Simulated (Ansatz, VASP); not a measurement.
AlN in VASP and in Ansatz

```
CELL_PARAMETERS angstrom
0.00000 1.97849 2.05217
1.97849 0.00000 2.05217
1.97849 1.97849 0.00000
ATOMIC_POSITIONS crystal
Al 0.00000 0.00000 0.00000
N 0.50000 0.50000 0.50000
```

Change from the starting cell: epitaxial_xy strain -2.0%.

Alike in both runs: task single point; functional r2SCAN; k mesh 10 × 10 × 10; no spin polarisation.

```csv
,VASP,Ansatz
version,VASP 6.6.1,Ansatz 0.2.0
potentials or method,"VASP PAW PBE potentials, release 64 (Al, N)","plane waves, PAW"
plane-wave cutoff (eV),520,500
occupations,"gaussian, width 0.01 eV",fixed
valence electrons in the cell,8,8
```

|  | VASP | Ansatz | Ansatz less VASP |
| --- | --- | --- | --- |
| gap on the k mesh at the Fermi level (eV) | 5.50 | 5.50 | -0.004 |
| pressure (GPa) | 6.8 | 7.7 | +0.82 |
| largest component of the traceless stress (GPa) | 7.80 | 7.67 | -0.130 |

Caveats: the PAW data sets were made with another functional, which shifts forces and pressure a little (VASP). A k mesh can miss the band edges.
